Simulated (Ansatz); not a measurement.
Computed with Ansatz (plane waves, PAW, 420 eV cutoff): PBE, scalar-relativistic, no spin polarisation, 10×10×6 k-mesh, Gaussian smearing of 0.05 eV. The datasets are Ansatz's generated set soft_2.

The calculation on XS, where X is one element, gave:

* Space group: P6_3mc (No. 186)
* Conventional cell: a = 3.846 Å, b = 3.846 Å, c = 6.304 Å, α = 90.00°, β = 90.00°, γ = 120.00°
* Volume: 20.19 Å³/atom
* Band gap: 2.08 eV
* Smallest direct gap: 2.08 eV
* Bader charges: X 0.89; S -0.89 e
* Formation energy from the elements (0 K, uncorrected): -0.82 eV/atom
* Bulk modulus (Birch–Murnaghan): 69 GPa
* Pressure derivative B0′: 4.4

Sites: X on 2b, S on 2b.

Question: Which element is X?
A. Zn
B. Cu
C. Ge
D. Ga

Answer: A. X is Zn, so the compound is ZnS.

The chain of runs began from a cell as deposited in COD, expanded in volume.

Semilocal functionals underestimate band gaps, commonly by a third or more.
